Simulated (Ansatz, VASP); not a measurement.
Ni: VASP beside Ansatz

File INCAR:

```
PREC = Accurate
ENCUT = 600
EDIFF = 1E-6
ISMEAR = -1
SIGMA = 0.05
LREAL = F
LASPH = T
NELM = 150
ALGO = Normal
ISIF = 3
LWAVE = F
LCHARG = F
ISPIN = 2
MAGMOM = 1
LORBIT = 11
LMAXMIX = 4
GGA = RP
IBRION = 2
NSW = 80
EDIFFG = -0.005
```

Contents of KPOINTS:

```
regular mesh
0
Gamma
  13 13 13
```

The input POSCAR:

```
Ni
1.0
    0.0000000000      1.7375729330      1.7375729330
    1.7375729330      0.0000000000      1.7375729330
    1.7375729330      1.7375729330      0.0000000000
Ni
1
Direct
    0.0000000000      0.0000000000      0.0000000000
```

input.yaml

```yaml
crystal:
  lattice:
    - [0.0, 1.737572933, 1.737572933]
    - [1.737572933, 0.0, 1.737572933]
    - [1.737572933, 1.737572933, 0.0]
  atoms:
    - { symbol: Ni, position: [0.0, 0.0, 0.0], spin: 1.0 }
kpoints:
  mp_grid: { grid: [13, 13, 13] }
scf:
  occupations: { method: fermi_dirac, width: 0.05 }
hamiltonian:
  xc: rpbe
  pseudopotentials: { kind: all_electron, lapw: { basis_error: 0.001 } }
magnetization:
  spin_polarized: true
output:
  forces: true
  stress: true
relax:
  f_tol: 0.005
  max_steps: 60
  cell: {}
```

Alike in both runs: task relaxation of cell and atoms; functional RPBE; k mesh 13 × 13 × 13; occupations fermi-dirac, width 0.05 eV; collinear spin.

|  | VASP | Ansatz |
| --- | --- | --- |
| version | VASP 6.6.1 | Ansatz 0.2.0 |
| potentials or method | VASP PAW PBE potentials, release 64 (Ni) | all-electron LAPW, scalar-relativistic |
| plane-wave cutoff (eV) | 600 | see its input |

|  | VASP | Ansatz | Ansatz less VASP |
| --- | --- | --- | --- |
| net moment per atom (μB) | 0.63 | 0.64 | +0.007 |
| size of the moment on the site where the two differ most (μB) | 0.65 | 0.67 | +0.025 |
| relaxed volume (Å³/atom) | 11.22 | 11.20 | -0.018 |
| relaxed cell length with the largest relative difference (Å) | 2.513 | 2.511 | -0.0013 |
| energy change over the relaxation (meV/atom) | -29 | -29 | +0.3 |

Site moments also hang on the region over which each program counts them. Ansatz ran all-electron here, so the differences hold the error of VASP's frozen core and of both bases.

Caveats: the PAW data sets were made with another functional, which shifts forces and pressure a little (VASP).
